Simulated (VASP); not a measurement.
Input of a VASP 6.6.1 run:

File INCAR:

```
PREC = Accurate
ENCUT = 900
EDIFF = 1E-6
ISMEAR = 0
SIGMA = 0.1
LREAL = False
LASPH = True
NELM = 100
ALGO = Fast
ISIF = 2
LWAVE = False
LCHARG = False
GGA = PS
```

The input KPOINTS:

```
Automatic mesh
0
Gamma
  16 16 16
```

The input POSCAR:

```
Hf
1.0
    0.0000000000      2.2063400000      2.2063400000
    2.2063400000      0.0000000000      2.2063400000
    2.2063400000      2.2063400000      0.0000000000
Hf
1
Direct
    0.0000000000      0.0000000000      0.0000000000
```

Potentials or basis: VASP PAW PBE potentials, release 64 (Hf_pv).

Run with:

```console
$ cat potpaw_PBE.64/Hf_pv/POTCAR > POTCAR
$ mpirun -np 1 vasp_std > vasp.out
```

Task: Predict the band gap on the k mesh.

Result: None (metal or under the smearing width).

Task: Predict the pressure.

Result: 0.0 GPa.

Caveat: the PAW data sets were made with another functional, which shifts forces and pressure a little. Spin-orbit coupling is left out, which matters for the levels of Hf.
